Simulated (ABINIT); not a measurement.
Set up this calculation in ABINIT 10.8.3 (patched build), as the native input.

```
Task                                            : equation of state
Functional                                      : AM05
Potentials or basis                             : JTH PAW PBE v2.0
Cutoff                                          : 408 eV
k mesh                                          : 11 × 11 × 11
Occupations                                     : fermi-dirac, width 0.05 eV
Spin                                            : no spin polarisation
Fine-grid cutoff                                : 816.342 eV
Exchange and correlation inside the PAW spheres : full angular mesh (pawxcdev 0, this build's default; the released program takes 1)
```

The system is Nb.

```
Nb
1.0
    -1.66395    1.66395    1.66395
     1.66395   -1.66395    1.66395
     1.66395    1.66395   -1.66395
Nb
1
Direct
  0.00000 0.00000 0.00000
```

The input as run:

run.abi

```
# Datasets: one volume each
ndtset 7
getwfk -1
scalecart1 3*0.9795861087
scalecart2 3*0.9864848297
scalecart3 3*0.9932883884
scalecart4 3*1.0000000000
scalecart5 3*1.0066227096
scalecart6 3*1.0131594038
scalecart7 3*1.0196128224

# Pseudopotentials
pp_dirpath "./"
pseudos "Nb.GGA_PBE-JTH.xml"

# Structure
acell 3*1.0 Angstrom
rprim
    -1.6639500000     1.6639500000     1.6639500000
     1.6639500000    -1.6639500000     1.6639500000
     1.6639500000     1.6639500000    -1.6639500000
ntypat 1
znucl 41
natom 1
typat 1
xred
     0.0000000000     0.0000000000     0.0000000000

# Plane-wave basis
ecut 408.170794 eV
pawecutdg 30.0

# k points
kptopt 1
ngkpt 11 11 11
nshiftk 1
shiftk 0.0 0.0 0.0

# Exchange and correlation
ixc -120135

# Bands and occupations
nband 11
occopt 3
tsmear 0.05 eV

# SCF cycle
nstep 100
tolvrs 1.0e-9

# Output
iomode 3
prtwf 1
prtden 0
prteig 0
prtebands 0
enunit 2
```

Potentials or basis: JTH PAW PBE v2.0.

Run with:

```sh
$ abinit run.abi > log 2>&1
```

Results of the run:

* Equilibrium volume: 17.56 Å³/atom
* Bulk modulus: 183 GPa
* Pressure derivative of the bulk modulus: 3.5

Caveat: the cutoff is too short for stress, so the log's stress isn't used; pressures at fixed basis lie under the slope of the energies; the PAW data sets were made with another functional, which shifts forces and pressure a little.

Wall time 36 s on 1 thread of Arm Neoverse V2, with other jobs on the host, peak memory 0.12 GiB.
